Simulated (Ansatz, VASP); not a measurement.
## Cross-check of Pt (Pt wire along [110], 2 atoms a period) between VASP and Ansatz

One calculation is typed for both programs; each brings its own data sets. How far apart do they land? The structure shown is the start of the Ansatz relaxation below; VASP solves that cell, so the two are compared at the walk's first step.

Method: plane waves, with VASP 6.6.1 beside it; single point at PBE, in Ansatz 0.2.0.

### 1. The structure

The cell holds 2 atoms: 2 Pt. Its edges and angles: a = 8.785 Å, b = 8.204 Å, c = 2.807 Å, α = 90.0°, β = 90.0°, γ = 90.0°. Vacuum lies along a and b. The structure's axis is c.

### 2. Ansatz: relaxation, PBE

Ansatz runs on its default PAW (the set named soft_2) files.

The two programs are compared at the cell with which this relaxation starts, whose forces are those of its first step.

input.yaml

```yaml
crystal:
  lattice:
    - [8.785, 0.0, 0.0]
    - [0.0, 8.204, 0.0]
    - [0.0, 0.0, 2.8072139213]
  atoms:
    - { symbol: Pt, position: [0.387023335, 0.414431984, 0.0], spin: 0.48 }
    - { symbol: Pt, position: [0.612976665, 0.585520107, 0.5], spin: 0.48 }
magnetization:
  spin_polarized: true
kpoints:
  mp_grid: { grid: [1, 1, 29] }
scf:
  occupations: { method: fermi_dirac, width: 0.05 }
hamiltonian:
  xc: pbe
relax:
  cell: { fix: [a, b, alpha, beta, gamma] }
  max_steps: 60
```

Command:

```bash
$ ansatz run input.yaml --threads 4 --pin off --max-ram 16384MiB --backend cpu --events-out ev --progress --plain --runs-dir out
```

Numbers of over 12 decimals in the logs are rounded to 6 here.

Output:

```text
Engine: ansatz 0.2.0, aarch64-unknown-linux-gnu
Pseudopotentials: kind: paw
Pseudopotential: Pt, paw, valence charge 18, recommended cutoff 420 eV (normal), Pt.paw.azcp
Functional definition: PBE
  parameter kappa = 0.804
  parameter beta = 0.066725
  exchange = pbe_x(kappa = kappa, mu = beta*pi^2/3)
  correlation = pbe_c(beta = beta)
Crystal: 2 atoms, lattice volume = 202.322 Å³
Basis set: ecut = 420 eV, 3991 PW (Γ), exchange–correlation on 120×120×40 points (8 copies of the dense FFT grid, shifted against one another)
Bands: 23, of which v1, the nominal top of the filled ones, is band 18 counted from 1 (17 counted from 0)
Symmetry: 4 space group operations
Space group: P21/m (ITA 11), of the structure as read, at distance tolerance 5.9e-5 Å
Magnetic group: BNS 11.50 (UNI 57), of the structure as read, at distance tolerance 5.9e-5 Å
k-points: 15 of 29
Non-local potential: Pt, projectors of the file, l = 0: 3, l = 1: 2, l = 2: 2, l = 3: 1
PAW form: soft (Blöchl's): semilocal exchange-correlation on the pseudo side does not see the compensation charge
PAW one-centre angular grid: Pt, 590 points (default); XC on 64 Gauss nodes
Initial density: superposition of atomic densities (neutral atoms: chi_scale 0, normalization atom)
Starting moments: Σ|m| = 0.96 μB on 2 of 2 sites
Initial wavefunctions: pseudopotential atomic-orbital guess
Functional: x = pbe(κ = 0.804, μ = 0.219515), c = pbe(β = 0.066725)
SCF iter   1: F=—  HF=-25041.432343 eV  |F-HF|=—  |Δ(HF+E_count)|=         —  Δρ=1.36e-2 (↑1.23e-2 ↓1.36e-2)  dr2=1.54e0  dr2_m=1.67e-2  M=0.884 μB ∫|m|=0.889 μB  β_m=0.30  ethr=3.10e-3  ⟨swp⟩=6.0  Hψ=3059  notcnv=0
Mixer restart at iter 1: flushing history
preconditioner: auto → LDOS  [metal: Δε(μ)=0.011 eV  Ē_g=5.300 eV  σ=0.050 eV  W_gap=0.05  n_scr=20 (ndim 8)  ℏωp=11.7 eV  f_vac=0.661  D(μ)=7.20/eV (n_scr^D=54)]
spin=Collinear: LDOS preconditioning applied to the charge; magnetization (m = ρ↑ − ρ↓) channel mixes plain (no charge-response kernel on spin).
SCF iter   2: F=—  HF=-25041.279066 eV  |F-HF|=—  |Δ(HF+E_count)|=   1.53e-1  Δρ=8.03e-3 (↑7.20e-3 ↓8.03e-3)  dr2=3.94e-1  dr2_m=1.20e-2  M=0.880 μB ∫|m|=0.885 μB  β_m=0.45  ethr=3.10e-3  ⟨swp⟩=2.8  Hψ=1345  notcnv=0  defer=6
SCF iter   3: F=—  HF=-25041.353344 eV  |F-HF|=—  |Δ(HF+E_count)|=   7.43e-2  Δρ=2.90e-3 (↑2.21e-3 ↓2.90e-3)  dr2=2.11e-2  dr2_m=3.68e-3  M=0.884 μB ∫|m|=0.892 μB  β_m=0.60  ethr=1.10e-3  ⟨swp⟩=2.0  Hψ=1123  notcnv=0  defer=6
SCF iter   4: F=—  HF=-25041.383720 eV  |F-HF|=—  |Δ(HF+E_count)|=         —  Δρ=9.75e-4 (↑6.48e-4 ↓9.75e-4)  dr2=1.80e-3  dr2_m=6.57e-4  M=0.893 μB ∫|m|=0.904 μB  β_m=0.60  ethr=5.87e-5  ⟨swp⟩=2.5  Hψ=1336  notcnv=0  defer=6
Mixer restart at iter 4: flushing history
SCF iter   5: F=—  HF=-25041.386132 eV  |F-HF|=—  |Δ(HF+E_count)|=   2.41e-3  Δρ=5.92e-4 (↑3.64e-4 ↓5.92e-4)  dr2=6.65e-4  dr2_m=2.72e-4  M=0.898 μB ∫|m|=0.909 μB  β_m=0.80  ethr=5.01e-6  ⟨swp⟩=2.8  Hψ=1174  notcnv=0  defer=6
SCF iter   6: F=—  HF=-25041.387113 eV  |F-HF|=—  |Δ(HF+E_count)|=   9.80e-4  Δρ=1.72e-4 (↑1.48e-4 ↓1.72e-4)  dr2=1.91e-4  dr2_m=2.12e-5  M=0.905 μB ∫|m|=0.917 μB  β_m=0.72  ethr=1.85e-6  ⟨swp⟩=2.0  Hψ=1145  notcnv=0  defer=6
SCF iter   7: F=—  HF=-25041.387093 eV  |F-HF|=—  |Δ(HF+E_count)|=   1.97e-5  Δρ=5.43e-5 (↑5.43e-5 ↓4.67e-5)  dr2=7.43e-6  dr2_m=3.24e-6  M=0.908 μB ∫|m|=0.919 μB  β_m=0.75  ethr=5.30e-7  ⟨swp⟩=2.0  Hψ=997  notcnv=0  defer=6
SCF iter   8: F=—  HF=-25041.387058 eV  |F-HF|=—  |Δ(HF+E_count)|=   3.45e-5  Δρ=2.75e-5 (↑2.75e-5 ↓2.04e-5)  dr2=1.14e-6  dr2_m=8.43e-7  M=0.909 μB ∫|m|=0.921 μB  β_m=0.85  ethr=2.06e-8  ⟨swp⟩=2.1  Hψ=1108  notcnv=0  defer=6
[...]
SCF 1 converged in 12 iterations: F = -25041.387059 eV  dr2 = 3.34e-10
  greatest PAW one-centre occupation: 1.000 electrons in one spin orbital (limit 2), on the Pt atom at site 1 (counted from 0), in its partial waves of l = 0
[...]
the starting moments were not kept: the SCF closed with an absolute magnetisation of 3.3e-5 μB, where they sum to 0.96 μB in size (2 sites). That is at most 0.1 of that sum. Measured as dr2_m measures the in/out step, that magnetisation stands 1.8e-10 eV from none, at or under the dr2_threshold of 2.0e-7 eV: it is no larger than a step whose dr2_m would equal this threshold.
SCF 6 converged in 9 iterations: F = -25042.225025 eV  dr2 = 2.39e-10
relax step   6: F+E_penalty+E_count = -25042.22502468 eV  Δ(F+E_penalty+E_count) = -1.585e-3 eV  max|allowed force component| = 8.672e-3 eV/Å  Δτ_max = 0.0091 Å  P = -0.039 GPa  Ω = 178.778 Å³  energy of the carried Pulay correction = +1.651e-3 eV  fix = [a, b, alpha, beta, gamma]  reactions: a -0.054, b -0.049 GPa; gamma +0.008 GPa/rad  (9 SCF iters, dr2 threshold 2.00e-7 eV, accepted)
Basis set: ecut = 420 eV, 3515 PW (Γ), exchange–correlation on 120×120×36 points (8 copies of the dense FFT grid, shifted against one another)
Initial wavefunctions: pseudopotential atomic-orbital guess (no wavefunctions were taken with the density)
iter 1 solved again at ethr=5.41e-7 eV; its pass at ethr=3.10e-3 eV (dr2=1.95e-4 eV) is discarded
SCF iter   1: F=—  HF=-25042.221892 eV  |F-HF|=—  |Δ(HF+E_count)|=         —  Δρ=1.24e-4 (↑1.24e-4 ↓1.24e-4)  dr2=2.55e-5  dr2_m=3.57e-11  M=0.000 μB ∫|m|=0.000 μB  β_m=0.65  ethr=5.41e-7  ⟨swp⟩=3.1  Hψ=4932  notcnv=0
preconditioner: auto → LDOS  [metal: Δε(μ)=0.042 eV  Ē_g=6.448 eV  σ=0.050 eV  W_gap=0.21  n_scr=10 (ndim 8)  ℏωp=12.4 eV  f_vac=0.671  D(μ)=4.16/eV (n_scr^D=20)]
spin=Collinear: LDOS preconditioning applied to the charge; magnetization (m = ρ↑ − ρ↓) channel mixes plain (no charge-response kernel on spin).
SCF iter   2: F=—  HF=-25042.221900 eV  |F-HF|=—  |Δ(HF+E_count)|=   7.36e-6  Δρ=4.00e-5 (↑4.00e-5 ↓4.00e-5)  dr2=1.91e-6  dr2_m=2.70e-11  M=0.000 μB ∫|m|=0.000 μB  β_m=0.53  ethr=7.07e-8  ⟨swp⟩=2.9  Hψ=1252  notcnv=0
SCF iter   3: F=—  HF=-25042.221902 eV  |F-HF|=—  |Δ(HF+E_count)|=   2.79e-6  Δρ=1.73e-5 (↑1.72e-5 ↓1.73e-5)  dr2=4.44e-7  dr2_m=1.66e-11  M=0.000 μB ∫|m|=0.000 μB  β_m=0.61  ethr=5.32e-9  ⟨swp⟩=2.0  Hψ=990  notcnv=0
SCF iter   4: F=—  HF=-25042.221903 eV  |F-HF|=—  |Δ(HF+E_count)|=   7.08e-7  Δρ=3.74e-6 (↑3.66e-6 ↓3.74e-6)  dr2=5.53e-8  dr2_m=8.19e-12  M=0.000 μB ∫|m|=0.000 μB  β_m=0.63  ethr=1.23e-9  ⟨swp⟩=2.2  Hψ=1010  notcnv=0
SCF iter   5: F=—  HF=-25042.221903 eV  |F-HF|=—  |Δ(HF+E_count)|=   3.76e-8  Δρ=1.68e-6 (↑1.62e-6 ↓1.68e-6)  dr2=1.84e-8  dr2_m=4.56e-12  M=0.000 μB ∫|m|=0.000 μB  β_m=0.71  ethr=1.53e-10  ⟨swp⟩=2.0  Hψ=990  notcnv=0
SCF iter   6: F=—  HF=-25042.221903 eV  |F-HF|=—  |Δ(HF+E_count)|=   1.50e-8  Δρ=3.02e-7 (↑2.63e-7 ↓3.02e-7)  dr2=9.14e-10  dr2_m=1.33e-12  M=0.000 μB ∫|m|=0.000 μB  β_m=0.82  ethr=5.12e-11  ⟨swp⟩=2.3  Hψ=952  notcnv=0
SCF iter   7: F=—  HF=-25042.221903 eV  |F-HF|=—  |Δ(HF+E_count)|=   2.84e-8  Δρ=7.67e-8 (↑7.67e-8 ↓6.73e-8)  dr2=2.98e-11  dr2_m=7.52e-13  M=0.000 μB ∫|m|=0.000 μB  β_m=0.89  ethr=2.54e-12  ⟨swp⟩=2.0  Hψ=1006  notcnv=0
SCF iter   8: F=—  HF=-25042.221903 eV  |F-HF|=—  |Δ(HF+E_count)|=  5.09e-11  Δρ=2.48e-8 (↑2.48e-8 ↓1.54e-8)  dr2=2.30e-12  dr2_m=2.49e-13  M=0.000 μB ∫|m|=0.000 μB  β_m=0.94  ethr=1.00e-12  ⟨swp⟩=1.0  Hψ=690  notcnv=0
SCF iter   9: F=-25042.221903 eV  HF=-25042.221903 eV  |F-HF|=3.64e-12  |Δ(HF+E_count)|=  7.28e-12  Δρ=8.39e-9 (↑5.97e-9 ↓8.39e-9)  dr2=1.49e-13  dr2_m=4.08e-14  M=0.000 μB ∫|m|=0.000 μB  ethr=1.00e-12  ⟨swp⟩=4.0  Hψ=2641  notcnv=0
the starting moments were not kept: the SCF closed with an absolute magnetisation of 1.6e-6 μB, where they sum to 0.96 μB in size (2 sites). That is at most 0.1 of that sum. Measured as dr2_m measures the in/out step, that magnetisation stands 4.3e-13 eV from none, at or under the dr2_threshold of 2.0e-11 eV: it is no larger than a step whose dr2_m would equal this threshold.
SCF 7 converged in 9 iterations: F = -25042.221903 eV  dr2 = 1.49e-13
relax step   7: F+E_penalty+E_count = -25042.22190321 eV  Δ(F+E_penalty+E_count) = +3.121e-3 eV  max|allowed force component| = 8.094e-3 eV/Å  Δτ_max = 0.0000 Å  P = -0.036 GPa  Ω = 178.778 Å³  fix = [a, b, alpha, beta, gamma]  reactions: a -0.053, b -0.049 GPa; gamma +0.005 GPa/rad  stress off target by 5.38e-3 GPa on what of the cell is left free  SCF on the basis re-selected at this cell (its energy is not comparable with the rows above)  (9 SCF iters)
basis re-selected at this cell: Δ(F+E_penalty+E_count) = +3.121e-3 eV, ΔP = +0.003 GPa vs the last step (what re-selecting the basis moved, of the pressure what is left beyond the Pulay correction that the steps carried, after the strain that the cell walked since its last selection, with what the two solves' SCF thresholds leave and, on support functions, any second-order correction that the steps lacked; it is no measure of the basis error at this ecutwfc). The dense FFT grid was sized anew with the basis: this SCF ran on 60×60×18 points, the steps before it on 60×60×20, so part of this shift can come from that change (see relax.cell in the input reference). [rest of the remark cut]
SCF converged after 9 iterations
Magnetization: 0.0000 μB (18.0000 up, 18.0000 down)
Absolute magnetization: 0.0000 μB (∫|ρ↑−ρ↓|, with the PAW one-centre terms)
Spin contamination: 0.0000 ħ² per cell (⟨S²⟩ above its minimum at these occupations)
Per-site moments (μB) at R_I (Å): [(5.195809205096177e-7, 1.023225), (5.195809201802495e-7, 1.023225)]
Free energy (F): -25042.221903 eV
Harris-Foulkes:  -25042.221903 eV  (|F-HF|=3.64e-12)
Internal energy: -25042.188136 eV  (E = F + TS)
E sigma→0 (E₀):  -25042.205020 eV
Entropy (-TS):   -0.033767 eV (-16.884 meV/atom)
Fermi energy:    -0.956339 eV
--- Per-component energies (eV) ---
  E_band       = -1087.874506
  E_kinetic    = 1274.020857
  E_local      = -12228.861618  (includes V_loc(G=0)·N_el)
  E_nonlocal   = 402.790665
  E_hartree    = 5322.290780
  E_xc         = -519.400260
  E_vxc        = -599.568830  (∫ρ·V_xc dr)
  E_paw        = -18909.870961  (= ΣΔE_a)
  E_vpaw       = -580.837516  (= ΣTr[D̂ρ^β])
  E_aug_tail   = 0.000393  (compensation charges beyond the density's cutoff)
  E_ewald      = -383.157991
  E_smearing   = -0.033767  (= −TS)
  E_closure    = -0.000000  (closes the sum)
  Σ components = -25042.221903   (vs F -25042.221903, Δ=0.00e0)
--- Forces (eV/Å), atoms counted from 1 ---
  atom   1  Pt     0.00809426     0.00680973    -0.00000000
  atom   2  Pt    -0.00809426    -0.00680973     0.00000000
  max |Σ_I F_I| component: 1.73e-18 eV/Å
--- Stress (GPa, compression-positive) ---
       -0.052715      -0.004615       0.000000
       -0.004615      -0.048926       0.000000
        0.000000       0.000000      -0.005384
  P = ⅓ Tr σ = -0.0357 GPa (-0.357 kbar)
--- Relaxed structure (6 steps of the walk, 6 accepted, 1 SCFs on fresh bases) ---
  F+E_penalty+E_count = -25042.22190321 eV   max|allowed force component| = 8.094e-3 eV/Å   (the final SCF, on the basis selected at the relaxed cell)
  cell:  # Å, volume = 178.7782 Å³
    - [8.785, 0, 0]
    - [0, 8.204, 0]
    - [0, 0, 2.480545]
  atoms:
    - { symbol: Pt, position: [0.391533, 0.418349, 1.2709043744936113e-18] }
    - { symbol: Pt, position: [0.608467, 0.581603, 0.500000] }
```

### 3. VASP: single point, PBE, start cell

The same cell, functional, mesh and smearing now go to VASP, with its own data sets.

Lines of VASP's logs that name or quote its potential files are left out, and so is its time.

INCAR

```
SYSTEM = Pt
PREC = Accurate
ENCUT = 400
EDIFF = 1E-06
NELM = 200
ISMEAR = -1
SIGMA = 0.05
LREAL = .FALSE.
ALGO = Normal
GGA = PE
NBANDS = 17
ISPIN = 2
MAGMOM = 0 0
LASPH = .TRUE.
LMAXMIX = 4
LORBIT = 11
LWAVE = .FALSE.
LCHARG = .FALSE.
ISIF = 2
GGA_COMPAT = .FALSE.
```

POSCAR

```
Pt
1.0
    8.7850000000      0.0000000000      0.0000000000
    0.0000000000      8.2040000000      0.0000000000
    0.0000000000      0.0000000000      2.8072140000
Pt
2
Direct
    0.3870233352      0.4144319844      0.0000000000
    0.6129766648      0.5855201121      0.5000000000
```

KPOINTS

```
Automatic mesh
0
Gamma
1 1 29
0 0 0
```

Potentials, in the order of the species: Pt (PBE family, release 64).

Command:

```bash
$ mpirun -np 1 vasp_std
```

Output:

```text
[banner, memory and clock lines left out]
running    1 mpi-ranks, on    1 nodes
 distrk:  each k-point on    1 cores,    1 groups
 distr:  one band on    1 cores,    1 groups

 POSCAR found type information on POSCAR Pt
 POSCAR found :  1 types and       2 ions
 LDA part: xc-table for (Slater+PW92), standard interpolation
 POSCAR, INCAR and KPOINTS ok, starting setup
 FFT: planning ... GRIDC
 FFT: planning ... GRID_SOFT
 FFT: planning ... GRID
 WAVECAR not read
 entering main loop
       N       E                     dE             d eps       ncg     rms          rms(c)
DAV:   1     0.104287323395E+03    0.10429E+03   -0.58522E+03  1020   0.709E+02
DAV:   2    -0.128490506276E+01   -0.10557E+03   -0.95176E+02  1565   0.135E+02
DAV:   3    -0.810639057170E+01   -0.68215E+01   -0.66217E+01  1081   0.410E+01
DAV:   4    -0.817285690912E+01   -0.66466E-01   -0.66347E-01  1173   0.454E+00
DAV:   5    -0.817426792003E+01   -0.14110E-02   -0.14104E-02  1188   0.670E-01    0.632E+00
DAV:   6    -0.757974420329E+01    0.59452E+00   -0.15264E+00  1079   0.744E+00    0.349E+00
DAV:   7    -0.754298117889E+01    0.36763E-01   -0.76433E-02  1094   0.145E+00    0.180E+00
DAV:   8    -0.753920739653E+01    0.37738E-02   -0.53765E-03  1066   0.544E-01    0.390E-01
DAV:   9    -0.753888965290E+01    0.31774E-03   -0.61060E-04  1134   0.160E-01    0.665E-02
DAV:  10    -0.753899828310E+01   -0.10863E-03   -0.10942E-04  1050   0.658E-02    0.328E-02
DAV:  11    -0.753932514775E+01   -0.32686E-03   -0.13875E-04  1095   0.626E-02    0.268E-02
DAV:  12    -0.753947673135E+01   -0.15158E-03   -0.23451E-05  1094   0.246E-02    0.123E-02
DAV:  13    -0.753961154950E+01   -0.13482E-03   -0.10482E-05  1128   0.164E-02    0.497E-03
DAV:  14    -0.753963143794E+01   -0.19888E-04   -0.27519E-06  1122   0.860E-03    0.277E-03
DAV:  15    -0.753964109449E+01   -0.96566E-05   -0.92516E-07  1005   0.595E-03    0.354E-03
DAV:  16    -0.753964315470E+01   -0.20602E-05   -0.21786E-07   880   0.293E-03    0.397E-03
DAV:  17    -0.753964291392E+01    0.24078E-06   -0.31854E-07   874   0.408E-03
   1 F= -.75396429E+01 E0= -.75057899E+01  d E =-.677060E-01  mag=     0.0008
```

(Continued in part 2 of 2.)

[Lines on the potential files, build, host, timing and source positions are cut from VASP's logs without a mark.]

[Logs are printed without paths, hosts, clocks, repeated set-up lines and the standing remarks that a program may print on its own settings, such as how far it seeks lower states.]

[Hosts, paths, dates, database ids (printed as entryN), source tags and the programs' standing remarks are cut or masked in the printed files.]
